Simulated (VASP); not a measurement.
**Si in VASP: one cell, several levels of theory, part 1 of 2**

Si built on the diamond prototype, under -3.0 % equal strain in all directions is computed at one geometry. Runs: PBE, r2SCAN.

Program: VASP 6.6.1. PAW datasets, plane waves. Calculated at 0 K for a non-magnetic cell.

### Step 1. The structure to begin with

The cell comes from an earlier relaxation with r2SCAN in another program.

The symmetry is Fd-3m (No. 227, cubic); conventional cell a = 5.281 Å, 18.41 Å³ an atom. Si has 4 Si at 2.29 Å.

Structure file:

```xyz
2
Lattice="0.0000 2.6405 2.6405 2.6405 0.0000 2.6405 2.6405 2.6405 0.0000" Properties=species:S:1:pos:R:3 pbc="T T T"
Si    0.0000    0.0000    0.0000
Si    1.3202    1.3202    1.3202
```

### Step 2. Single point with PBE

Input file INCAR:

```
ENCUT = 520.000000
SIGMA = 0.020000
EDIFF = 1.00e-07
GGA = PE
PREC = Accurate
IBRION = -1
ISIF = 2
ISMEAR = -1
NBANDS = 11
NELM = 120
NSW = 0
LASPH = .TRUE.
LCHARG = .FALSE.
LWAVE = .FALSE.
LREAL = .FALSE.
```

Input file KPOINTS:

```
KPOINTS created by Atomic Simulation Environment
0
Gamma
8 8 8
0 0 0
```

Input file KPOINTS_OPT:

```
special points
7
Reciprocal
0.0000000000 0.0000000000 0.0000000000 1
0.5000000000 0.0000000000 0.5000000000 1
0.6250000000 0.2500000000 0.6250000000 1
0.3750000000 0.3750000000 0.7500000000 1
0.5000000000 0.5000000000 0.5000000000 1
0.5000000000 0.2500000000 0.7500000000 1
0.0000000000 0.4270830000 0.4270830000 1
```

Input file POSCAR:

```
Si
 1.0000000000000000
     0.0000000000000000    2.6404553287999999    2.6404553287999999
     2.6404553287999999    0.0000000000000000    2.6404553287999999
     2.6404553287999999    2.6404553287999999    0.0000000000000000
 Si
   2
Cartesian
  0.0000000000000000  0.0000000000000000  0.0000000000000000
  1.3202276643999999  1.3202276643999999  1.3202276643999999
```

Potentials: the recommended PBE PAW datasets, 8 valence electrons in the neutral cell.

Started as:

```bash
> mpirun -np 1 vasp_std
```

Standard output, without the iteration lines:

```text
POSCAR found type information on POSCAR Si
 POSCAR found :  1 types and       2 ions
 LDA part: xc-table for (Slater+PW92), standard interpolation
 POSCAR, INCAR and KPOINTS ok, starting setup
 FFT: planning ... GRIDC
 FFT: planning ... GRID_SOFT
 FFT: planning ... GRID
 WAVECAR not read
 entering main loop
 Start KPOINTS_OPT (optional k-point list driver)
k-point batch [1-7\7]
```

OSZICAR:

```text
N       E                     dE             d eps       ncg     rms          rms(c)
DAV:   1     0.674543454214E+01    0.67454E+01   -0.32648E+03   638   0.566E+02
DAV:   2    -0.103972525481E+02   -0.17143E+02   -0.16598E+02   846   0.834E+01
DAV:   3    -0.109414736007E+02   -0.54422E+00   -0.54232E+00   787   0.127E+01
DAV:   4    -0.109456180333E+02   -0.41444E-02   -0.41436E-02   780   0.143E+00
DAV:   5    -0.109456523827E+02   -0.34349E-04   -0.34349E-04   773   0.122E-01    0.545E+00
DAV:   6    -0.107804966100E+02    0.16516E+00   -0.10124E-01   716   0.130E+00    0.335E+00
DAV:   7    -0.107093122777E+02    0.71184E-01   -0.18168E-01   704   0.186E+00    0.280E-01
DAV:   8    -0.107104823015E+02   -0.11700E-02   -0.70737E-03   719   0.465E-01    0.887E-02
DAV:   9    -0.107106536336E+02   -0.17133E-03   -0.15879E-04   786   0.816E-02    0.655E-02
DAV:  10    -0.107106796219E+02   -0.25988E-04   -0.23173E-05   729   0.278E-02    0.955E-03
DAV:  11    -0.107106797063E+02   -0.84375E-07   -0.19800E-06   776   0.734E-03    0.386E-03
DAV:  12    -0.107106797791E+02   -0.72740E-07   -0.39977E-07   692   0.407E-03
   1 F= -.10710680E+02 E0= -.10710680E+02  d E =-.742671E-07
       N       E                     dE             ncg
DAV:   1     0.491253822633E+03   -0.15919E+04      154
DAV:   2     0.384512698431E+03   -0.10674E+03      216
DAV:   3     0.381656318034E+03   -0.28564E+01      203
DAV:   4     0.381635102159E+03   -0.21216E-01      192
DAV:   5     0.381634953634E+03   -0.14852E-03      214
DAV:   6     0.381634952045E+03   -0.15891E-05      205
DAV:   7     0.381634952028E+03   -0.17206E-07      198
```

The lines after F= are the extra pass for the points of KPOINTS_OPT, at fixed density; their E is not a total energy.

OUTCAR, selected sections:

```text
k-points           NKPTS =     29   k-points in BZ     NKDIM =     29   number of bands    NBANDS=     11

   NELECT =       8.0000    total number of electrons

   dimension x,y,z NGX =    28 NGY =   28 NGZ =   28
   dimension x,y,z NGXF=    56 NGYF=   56 NGZF=   56

  energy-cutoff  :      520.00
  volume of cell :       36.82
      direct lattice vectors                 reciprocal lattice vectors
     0.000000000  2.640455329  2.640455329    -0.189361280  0.189361280  0.189361280
     2.640455329  0.000000000  2.640455329     0.189361280 -0.189361280  0.189361280
     2.640455329  2.640455329  0.000000000     0.189361280  0.189361280 -0.189361280

 k-points in reciprocal lattice and weights: KPOINTS created by Atomic Simulation Env
   0.00000000  0.00000000  0.00000000       0.002
   0.12500000  0.00000000  0.00000000       0.016
   0.25000000  0.00000000  0.00000000       0.016
   0.37500000  0.00000000  0.00000000       0.016
   0.50000000  0.00000000  0.00000000       0.008
   0.12500000  0.12500000  0.00000000       0.012
   0.25000000  0.12500000  0.00000000       0.047
   0.37500000  0.12500000  0.00000000       0.047
[... 21 more k-points ...]

 E-fermi :   6.9359

 k-point     1 :       0.0000    0.0000    0.0000
  band No.  band energies     occupation
      1      -5.8469      2.00000
      2       6.7100      1.99998
      3       6.7100      1.99998
      4       6.7100      1.99998
      5       9.3045      0.00000
      6       9.3045      0.00000
      7       9.3045      0.00000
      8      11.0797      0.00000
      9      14.4656      0.00000
     10      14.4656      0.00000
     11      15.0142      0.00000

 k-point     2 :       0.1250    0.0000    0.0000
  band No.  band energies     occupation
      1      -5.6275      2.00000
      2       5.0725      2.00000
      3       6.3964      2.00000
      4       6.3964      2.00000
      5       9.4208      0.00000
      6       9.7645      0.00000
      7       9.7645      0.00000
      8      12.2497      0.00000
      9      13.9488      0.00000
     10      13.9488      0.00000
     11      15.8438      0.00000

 k-point     3 :       0.2500    0.0000    0.0000
  band No.  band energies     occupation
      1      -4.9857      2.00000
      2       2.6148      2.00000
      3       5.8965      2.00000
      4       5.8965      2.00000
      5       9.0215      0.00000
      6      10.2767      0.00000
      7      10.2767      0.00000
      8      13.9334      0.00000
      9      13.9334      0.00000
     10      14.3351      0.00000
     11      16.0149      0.00000

 k-point     4 :       0.3750    0.0000    0.0000
  band No.  band energies     occupation
      1      -4.0120      2.00000
      2       0.4510      2.00000
      3       5.5551      2.00000
      4       5.5551      2.00000
      5       8.6723      0.00000
      6      10.1412      0.00000
      7      10.1412      0.00000
      8      14.7523      0.00000
      9      15.4631      0.00000
     10      15.4631      0.00000
     11      17.1914      0.00000

 k-point     5 :       0.5000    0.0000    0.0000
  band No.  band energies     occupation
      1      -3.2941      2.00000
      2      -0.6741      2.00000
      3       5.4394      2.00000
      4       5.4394      2.00000
      5       8.5477      0.00000
      6       9.9981      0.00000
      7       9.9981      0.00000
      8      14.5374      0.00000
      9      17.4732      0.00000
     10      17.4732      0.00000
     11      18.5678      0.00000

 k-point     6 :       0.1250    0.1250    0.0000
  band No.  band energies     occupation
      1      -5.5538      2.00000
      2       5.4468      2.00000
      3       5.8241      2.00000
      4       5.8241      2.00000
      5       8.7095      0.00000
      6      10.5466      0.00000
      7      10.5466      0.00000
      8      11.7750      0.00000
      9      13.4247      0.00000
     10      14.7862      0.00000
     11      16.1710      0.00000

 k-point     7 :       0.2500    0.1250    0.0000
  band No.  band energies     occupation
      1      -5.0495      2.00000
      2       3.4059      2.00000
      3       5.2766      2.00000
      4       5.4096      2.00000
      5       8.8673      0.00000
      6      10.7467      0.00000
      7      11.3422      0.00000
      8      11.4692      0.00000
      9      14.9059      0.00000
     10      14.9772      0.00000
     11      17.1235      0.00000

 k-point     8 :       0.3750    0.1250    0.0000
  band No.  band energies     occupation
      1      -4.1665      2.00000
      2       1.1911      2.00000
      3       4.7851      2.00000
      4       4.9977      2.00000
      5       9.0059      0.00000
      6      10.5625      0.00000
      7      11.2574      0.00000
      8      12.2923      0.00000
      9      16.2344      0.00000
     10      16.3138      0.00000
     11      17.4391      0.00000

 k-point     9 :       0.5000    0.1250    0.0000
  band No.  band energies     occupation
      1      -3.2097      2.00000
      2      -0.4087      2.00000
      3       4.3038      2.00000
      4       5.0338      2.00000
      5       8.9915      0.00000
      6      10.3609      0.00000
      7      10.8272      0.00000
      8      14.3465      0.00000
      9      15.9143      0.00000
     10      17.4480      0.00000
     11      18.8526      0.00000

 k-point    10 :      -0.3750    0.1250    0.0000
  band No.  band energies     occupation
      1      -3.4857      2.00000
      2       0.0018      2.00000
      3       4.0945      2.00000
      4       5.3602      2.00000
      5       9.2372      0.00000
      6      10.4179      0.00000
      7      10.5847      0.00000
      8      14.9559      0.00000
      9      14.9758      0.00000
     10      16.2425      0.00000
     11      18.3690      0.00000

 k-point    11 :      -0.2500    0.1250    0.0000
  band No.  band energies     occupation
      1      -4.4991      2.00000
      2       1.9025      2.00000
      3       4.2301      2.00000
      4       5.8930      2.00000
      5       9.6749      0.00000
      6      10.4468      0.00000
      7      10.6498      0.00000
      8      13.1643      0.00000
      9      13.3605      0.00000
     10      16.8880      0.00000
     11      17.4077      0.00000

[... the tables of k-points 12 to 29 left out ...]

  Total        2.6792139      2.6792139      2.6792139      0.0000000      0.0000000      0.0000000
  in kB      116.5873672    116.5873672    116.5873672      0.0000000      0.0000000      0.0000000
  external PRESSURE =     116.5873672 kB  Pullay stress =       0.0000000 kB

 POSITION                                       TOTAL-FORCE (eV/Angst)
 -----------------------------------------------------------------------------------
      0.00000      0.00000      0.00000        -0.000000     -0.000000     -0.000000
      1.32023      1.32023      1.32023         0.000000      0.000000      0.000000
 -----------------------------------------------------------------------------------
    total drift:                                0.000000      0.000000     -0.000000

  FREE ENERGIE OF THE ION-ELECTRON SYSTEM (eV)
  ---------------------------------------------------
  free  energy   TOTEN  =       -10.7106797791 eV

  energy  without entropy=      -10.7106797048  energy(sigma->0) =      -10.71067974
```

Wall time 9.8 s (1 MPI rank of Intel Xeon Platinum 8488C, shared host); peak memory 0.15 GiB.

The levels at the points of KPOINTS_OPT are read from vasprun.xml.

Levels at the named points, in eV from the top of band v (v: the last filled band by count, c: the next):

```csv
point,v−1,v,c,c+1
Γ,0.00,0.00,2.59,2.59
X,-3.08,-3.08,0.53,0.53
U,-4.71,-2.62,1.07,4.18
K,-4.71,-2.62,1.07,4.18
L,-1.27,-1.27,1.84,3.29
W,-4.22,-4.22,4.25,4.25
```

Gap with PBE: 0.41 eV, valence top at Γ, conduction bottom at (0.00, 0.43, 0.43). Least direct gap: 2.59 eV. Pressure: 11.66 GPa; the forces vanish within 0.01 eV/Å.

(Continued in part 2 of 2.)
